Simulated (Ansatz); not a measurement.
# Si (I4/mmm) in Ansatz: a series of runs

Runs on Si. Level: HSE06 form with a typed share of exact exchange. Tasks: single point.

Everything below comes from runs of Ansatz 0.2.0. Logs are shortened: lines on timing, memory, paths and dates and some standing lists are left out, and cuts for length are marked.

### 1 The crystal as given

It takes space group I4/mmm (No. 139, tetragonal). The conventional cell has a = 6.651 Å, b = 6.651 Å, c = 3.845 Å, α = 90.00°, β = 90.00°, γ = 90.00°. Si (site symmetry m2m) has 4 Si at 2.34 to 2.38 Å as nearest neighbours.

This isn't the form of Si at room conditions, which is diamond.

### 2 Single point, HSE06 form with a typed share of exact exchange

input.yaml reads:

```yaml
crystal:
  lattice:
    - [-3.32544429, 3.32544429, 1.92238566]
    - [3.32544429, -3.32544429, 1.92238566]
    - [3.32544429, 3.32544429, -1.92238566]
  atoms:
    - { symbol: Si, position: [0.82119894, 0.17880106, 0.0] }
    - { symbol: Si, position: [0.17880106, 0.82119894, 0.0] }
    - { symbol: Si, position: [0.82119894, 0.82119894, 0.64239788] }
    - { symbol: Si, position: [0.17880106, 0.17880106, 0.35760212] }
hamiltonian:
  xc: { exchange: pbe, correlation: pbe, exx: { coeff: 0.25, omega: 0.2 } }
  pseudopotentials: { kind: paw }
kpoints:
  mp_grid: { grid: [4, 4, 4] }
scf:
  occupations: { method: fermi_dirac, width: 0.05 }
output:
  forces: true
  stress: true
  eigenvalues: true
```

Potentials or basis: Ansatz PAW.

Started as:

```sh
ansatz run input.yaml --threads 2 --pin off --max-ram 5632MiB --backend cpu --events-out ev --progress --plain --runs-dir out
```

The log of the run:

```text
Warning: output.stress: scf.convergence.dr2_threshold = 1e-7 eV (the SCF's general default) is looser than the 4e-10 eV advised for a printed stress (1e-10 eV for each atom of the cell: 4). What an SCF threshold leaves in a stress goes as its square root, and in the free energy as the threshold itself, and one threshold admits the most on a small cell: of the crystals measured, under no hybrid functional and no lock of the moments, on runs that ended without the residual-converged pass, on stresses that held no estimate of that error, the worst erred by over 100 MPa in a component at 1e-7 eV an atom and by under 5 at 1e-10. Set scf.convergence.dr2_threshold to 4e-10 eV or tighter. The threshold is an SCF's pass mark: one that does not reach it within its budget of iterations ends unconverged, or closes short of it on a stop that the run arms, and scf.convergence.dr2_threshold's page says what that costs each kind of run
Warning: output.stress: scf.exx.energy_threshold = 1e-6 eV is looser than the 4e-8 eV advised for a stress under a hybrid functional (1e-8 eV for each atom of the cell: 4). Every SCF of the exchange loop can meet its threshold on dr2 while the loop round them stops early: no threshold on dr2 bounds what that leaves in the stress. Set scf.exx.energy_threshold to 4e-8 eV or tighter. The threshold is the loop's pass mark: a loop that does not reach it within its budget of cycles ends unconverged, and scf.exx.energy_threshold's page has the law
Warning: RAYON_NUM_THREADS=2 ignored (pool sized by the plan → 2); use --threads N
Engine: ansatz 0.2.0, aarch64-unknown-linux-gnu
Pseudopotentials: kind: paw
Pseudopotential: Si, paw, valence charge 4, recommended cutoff 420 eV (normal), Si.paw.azcp
Functional definition: unnamed
  parameter a_1 = 0.25
  parameter omega_1 = 0.2/angstrom
  exchange = pbe_x + (-a_1)*pbe_x_sr(omega_1) + a_1*exact_x_sr(omega_1)
  correlation = pbe_c
Crystal: 4 atoms, lattice volume = 85.035 Å³
Basis set: ecut = 420 eV, 1655 PW (Γ), exchange–correlation on 72×72×72 points (8 copies of the dense FFT grid, shifted against one another)
Bands: 12, of which v1, the nominal top of the filled ones, is band 8 counted from 1 (7 counted from 0)
Symmetry: 16 space group operations
Space group: I4/mmm (ITA 139), of the structure as read, at distance tolerance 4.4e-5 Å
k-points: 13 of 64
Non-local potential: Si, projectors of the file, l = 0: 2, l = 1: 2, l = 2: 2
PAW form: soft (Blöchl's): semilocal exchange-correlation on the pseudo side does not see the compensation charge
PAW frozen core: Si, regenerated for the run's functional, and the local potential with it (the file was generated under x = pbe(κ = 0.804, μ = 0.2195149727645171), c = pbe(β = 0.06672455060314922))
PAW one-centre angular grid: Si, 110 points (default); XC on 64 Gauss nodes
Initial density: superposition of atomic densities (neutral atoms: chi_scale 0, normalization atom), corrected by the library's trained network
Initial wavefunctions: pseudopotential atomic-orbital guess
Functional: x = pbe(κ = 0.804, μ = 0.2195149727645171), c = pbe(β = 0.06672455060314922), warm-up for x = pbe(κ = 0.804, μ = 0.2195149727645171) + 0.25 (exact − pbe) at short range (hse, ω = 0.2 Å⁻¹), c = pbe(β = 0.06672455060314922)
SCF iter   1: F=—  HF=-2542.746564 eV  |F-HF|=—  |Δ(HF+E_count)|=         —  Δρ=1.87e-3  dr2=3.57e-3  ethr=1.77e-3  ⟨swp⟩=9.5  Hψ=872  notcnv=0
preconditioner: auto → none  [insulator: Δε(μ)=0.253 eV  Ē_g=7.767 eV  σ=0.050 eV  W_gap=0.85  n_scr=16 (ndim 8)  ℏωp=16.1 eV  f_vac=0.000  D(μ)=0.18/eV (n_scr^D=0)]
SCF iter   2: F=—  HF=-2542.746918 eV  |F-HF|=—  |Δ(HF+E_count)|=   3.54e-4  Δρ=8.80e-4  dr2=5.37e-4  ethr=2.23e-5  ⟨swp⟩=4.4  Hψ=425  notcnv=0  defer=4
iter 3 solved again at ethr=3.13e-7 eV; its pass at ethr=3.35e-6 eV (dr2=5.01e-5 eV) is discarded
SCF iter   3: F=—  HF=-2542.747146 eV  |F-HF|=—  |Δ(HF+E_count)|=   2.28e-4  Δρ=2.36e-4  dr2=5.17e-5  ethr=3.13e-7  ⟨swp⟩=3.5  Hψ=600  notcnv=0  defer=3
SCF iter   4: F=—  HF=-2542.747178 eV  |F-HF|=—  |Δ(HF+E_count)|=   3.21e-5  Δρ=4.46e-5  dr2=1.43e-6  ethr=3.13e-7  ⟨swp⟩=3.2  Hψ=314  notcnv=0  defer=1
[... 24 lines left out ...]
SCF iter   1: F=—  HF=-2544.662524 eV  |F-HF|=—  |Δ(HF+E_count)|=         —  Δρ=1.57e-5  dr2=1.77e-7  ethr=1.64e-7  ⟨swp⟩=5.4  Hψ=422  notcnv=0
preconditioner: auto → none  [insulator: Δε(μ)=0.827 eV  Ē_g=9.010 eV  σ=0.050 eV  W_gap=1.00  n_scr=16 (ndim 8)  ℏωp=16.1 eV  f_vac=0.000  D(μ)=0.00/eV (n_scr^D=0)]
SCF iter   2: F=—  HF=-2544.662524 eV  |F-HF|=—  |Δ(HF+E_count)|=   1.67e-7  Δρ=7.85e-6  dr2=3.58e-8  ethr=9.69e-10  ⟨swp⟩=4.2  Hψ=413  notcnv=0  defer=1
SCF iter   3: F=—  HF=-2544.662524 eV  |F-HF|=—  |Δ(HF+E_count)|=   7.78e-9  Δρ=3.30e-6  dr2=3.30e-9  ethr=1.87e-10  ⟨swp⟩=3.2  Hψ=304  notcnv=0  defer=5
SCF iter   4: F=-2544.662524 eV  HF=-2544.662524 eV  |F-HF|=1.77e-11  |Δ(HF+E_count)|=   1.19e-8  Δρ=3.31e-7  dr2=8.01e-11  ethr=1.46e-11  ⟨swp⟩=4.3  Hψ=465  notcnv=0  defer=3
SCF 3 converged in 4 iterations: F = -2544.662524 eV  dr2 = 8.01e-11
  Residual-converged pass: ⟨swp⟩=3.8  Hψ=382  notcnv=0  max |occ|·‖R‖ = 2.6e-7 eV (tolerance 2.7e-7 eV)  dr2=8.12e-11  dr2_onsite=1.08e-12  max |Δocc| = 1.5e-13
hybrid outer 2: dexx = +2.145e-7 eV, tail = 1.14e-9 eV, Δε = 6.50e-4 eV (about 1.07e-5 eV left of the loop's levels), ΔF = 6.21e-5 eV/Å (tail 2.05e-5)
hybrid SCF converged: 2 outer / 10 inner (+7 warm-up), last move |dexx| = 2.15e-7 eV, tail = 1.14e-9 eV
Stability not checked: this state was not tested for a lower state beside it, because the functional holds exact exchange (a hybrid, or Hartree-Fock), whose exchange loop this test does not read (fock_operator; see scf.lower_state_search)
Free energy (F): -2544.662524 eV
Frozen-core exchange: fock
Harris-Foulkes:  -2544.662524 eV  (|F-HF|=1.77e-11)
Internal energy: -2544.662509 eV  (E = F + TS)
E sigma→0 (E₀):  -2544.662516 eV
Entropy (-TS):   -0.000015 eV (-0.004 meV/atom)
Fermi energy:    5.938775 eV
--- Per-component energies (eV) ---
  E_band       = -3.713769
  E_kinetic    = 161.409539
  E_local      = -136.728410  (includes V_loc(G=0)·N_el)
  E_nonlocal   = 101.164127
  E_hartree    = 40.210170
  E_xc         = -179.398841
  E_vxc        = -152.142885  (∫ρ·V_xc dr)
  E_exx        = -22.454749  (= α·E_x^exact, valence–valence)
  E_paw        = -2071.096351  (= ΣΔE_a)
  E_vpaw       = -12.927055  (= ΣTr[D̂ρ^β])
  E_aug_tail   = 0.000025  (compensation charges beyond the density's cutoff)
  E_ewald      = -437.531341
  E_core_change = -0.236679  (= ΣΔE_core)
  E_smearing   = -0.000015  (= −TS)
  E_closure    = 0.000000  (closes the sum)
  Σ components = -2544.662524   (vs F -2544.662524, Δ=4.55e-13)
--- Forces (eV/Å), atoms counted from 1 ---
  atom   1  Si    -0.02042828     0.02042828    -0.00000000
  atom   2  Si     0.02042828    -0.02042828    -0.00000000
  atom   3  Si     0.02042828     0.02042828     0.00000000
  atom   4  Si    -0.02042828    -0.02042828     0.00000000
  max |Σ_I F_I| component: 2.08e-17 eV/Å
--- Stress (GPa, compression-positive) ---
       -0.246474       0.000000       0.000000
        0.000000      -0.246474       0.000000
        0.000000       0.000000       0.621453
  P = ⅓ Tr σ = 0.0428 GPa (0.428 kbar)
--- Band table (eV; the first three rows and the last of 13) ---
  k-point 0: bands = ["-7.8771", "-3.1679", "-0.6583", "-0.6583", "1.4518", "3.8452", "3.8452", "4.9195", "7.6133", "7.8328", "7.8328", "8.5688"]
  k-point 1: bands = ["-7.5028", "-4.4007", "-0.4999", "-0.3656", "2.8091", "3.5099", "3.5490", "3.7719", "6.9496", "8.2083", "8.3178", "8.6572"]
  k-point 2: bands = ["-6.7523", "-5.7356", "-0.3297", "0.0686", "2.4213", "3.3155", "3.5439", "3.7019", "7.8369", "8.0751", "8.1378", "10.3388"]
  k-point 12: bands = ["-5.4355", "-5.4355", "-4.6324", "0.0136", "2.2550", "5.2353", "5.5260", "5.5260", "6.4959", "9.6907", "9.8665", "10.3952"]
```

Run time: 9.9 s. Hardware: 2 threads of Arm Neoverse V2, shared host; peak memory 0.82 GiB.

Results:

* Free energy: -2544.6625 eV
* Pressure: 0.0 GPa
* Largest force: 0.029 eV/Å
* Band gap on the k mesh: 0.83 eV, indirect (least direct gap 0.97 eV)

Forces in eV/Å, atoms in the order of the input:
```
Si  -0.020  0.020  0.000
Si   0.020 -0.020  0.000
Si   0.020  0.020  0.000
Si  -0.020 -0.020  0.000
```

Stress tensor (GPa, compression positive):
```
-0.25  0.00  0.00
 0.00 -0.25  0.00
 0.00  0.00  0.62
```

Levels at points of the mesh, in eV from the valence-band top:
| k point | band 4 | band 5 | band 6 | band 7 | band 8 | band 9 | band 10 | band 11 | band 12 |
| --- | --- | --- | --- | --- | --- | --- | --- | --- | --- |
| (0.00, 0.00, 0.00) | -6.18 | -4.07 | -1.68 | -1.68 | -0.61 | 2.09 | 2.31 | 2.31 | 3.04 |
| (0.00, 0.00, -0.50) | -5.46 | -3.10 | -2.21 | -1.98 | -1.82 | 2.31 | 2.55 | 2.61 | 4.81 |
| (0.00, -0.50, 0.00) | -6.80 | -4.78 | -3.77 | -2.60 | -1.58 | 1.42 | 3.10 | 3.73 | 4.27 |
| (-0.50, -0.50, -0.50) | -5.51 | -3.27 | -0.29 | 0.00 | 0.00 | 0.97 | 4.16 | 4.34 | 4.87 |

Caveat: the k mesh is coarse (spacing up to 0.47 Å⁻¹), so the values aren't converged, least of all with exact exchange; the PAW data sets come from PBE, with cores solved anew for the run's functional, which leaves a small shift of forces and pressure; the thresholds are loose for stress. A k mesh can miss the band edges.

### 3 Single point, HSE06 form with a typed share of exact exchange

Edit input.yaml of step 2 so:

```diff
@@ -11,3 +11,3 @@
 hamiltonian:
-  xc: { exchange: pbe, correlation: pbe, exx: { coeff: 0.25, omega: 0.2 } }
+  xc: { exchange: pbe, correlation: pbe, exx: { coeff: 0.25, omega: 0.3 } }
   pseudopotentials: { kind: paw }
```

Potentials or basis: Ansatz PAW.

Started as:

```sh
ansatz run input.yaml --threads 2 --pin off --max-ram 5632MiB --backend cpu --events-out ev --progress --plain --runs-dir out
```

Wall time 10 s (2 threads of Arm Neoverse V2, shared host); peak memory 0.83 GiB.

It converged, with:

```yaml
Free_energy: -2544.5953 eV
Pressure: 0.2 GPa
Largest_force: 0.027 eV/Å
Band_gap_on_the_k_mesh: 0.66 eV, indirect (least direct gap 0.79 eV)
```

Forces on the atoms (eV/Å):
```
Si  -0.019  0.019  0.000
Si   0.019 -0.019  0.000
Si   0.019  0.019  0.000
Si  -0.019 -0.019  0.000
```

Stress tensor (GPa, compression positive):
```
-0.05  0.00  0.00
 0.00 -0.05  0.00
 0.00  0.00  0.82
```

Levels at points of the mesh, in eV from the valence-band top:
```tsv
k point	band 5	band 6	band 7	band 8	band 9	band 10	band 11	band 12
(0.00, 0.00, 0.00)	-4.02	-1.65	-1.65	-0.60	1.91	2.12	2.12	2.85
(0.00, 0.00, -0.50)	-3.05	-2.17	-1.96	-1.79	2.12	2.38	2.42	4.61
(0.00, -0.50, 0.00)	-4.70	-3.71	-2.56	-1.55	1.25	2.91	3.54	4.07
(-0.50, -0.50, -0.50)	-3.21	-0.28	0.00	0.00	0.79	3.95	4.14	4.66
```

Caveat: the k mesh is coarse (spacing up to 0.47 Å⁻¹), so the values aren't converged, least of all with exact exchange; the PAW data sets come from PBE, with cores solved anew for the run's functional, which leaves a small shift of forces and pressure; the thresholds are loose for stress.
